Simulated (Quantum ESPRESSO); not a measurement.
# C under changes of volume

One of the cells (5.672 Å³/atom); the others are scaled copies at fixed shape and fractional positions:

```
C
1.0
     2.52210    0.00000    0.00000
    -1.26105    2.18420    0.00000
     0.00000    0.00000    8.23710
C
8
Direct
  0.66667 0.33333 0.84375
  0.33333 0.66667 0.34375
  0.66667 0.33333 0.65625
  0.33333 0.66667 0.15625
  0.00000 0.00000 0.90625
  0.00000 0.00000 0.40625
  0.00000 0.00000 0.59375
  0.00000 0.00000 0.09375
```

This is a hexagonal form of diamond, not graphite.

- Program: Quantum ESPRESSO 7.5
- Functional: PBE
- Potentials or basis: SSSP 1.3 efficiency PBE
- Cutoff: 748 eV
- Density cutoff: 5987 eV
- k mesh: 12 × 12 × 4
- Occupations: fermi-dirac, width 0.05 eV
- Spin: no spin polarisation

```tsv
volume (Å³/atom)	energy over the lowest point (meV/atom)	pressure (GPa)	gap on the mesh (eV)	largest force (eV/Å)
5.332	37.10	33.3	4.58	0.372
5.445	?	?	?	?
5.559	5.22	11.8	4.48	0.343
5.672	0.00	2.4	4.43	0.330
5.785	1.09	-6.1	4.38	0.317
5.899	7.91	-13.8	4.33	0.305
6.012	19.96	-20.8	4.29	0.294
```

Q: What does the run at 5.445 Å³/atom give?

A: Energy over the lowest point 17.35 meV/atom; pressure 22.0 GPa; gap on the mesh 4.53 eV; largest force 0.357 eV/Å.

Worked out: A Birch-Murnaghan fit of order 3 (a polynomial in V^(-2/3)) to the other rows has its minimum at 5.71 Å³/atom with B0 = V·E''(V) = 435 GPa and B' = 3.6 at fixed shape and positions, which overstates the stiffness. It gives 17.43 meV/atom at 5.445 Å³/atom, against the run's 17.35, and -dE/dV = 22.4 GPa, against 22.0. A straight line through the other rows of the gap, of slope -2.44 eV per unit of ln V, gives 4.53 eV, against the run's 4.53.

Energies are extrapolated to zero smearing.

A mesh can miss the band edges.
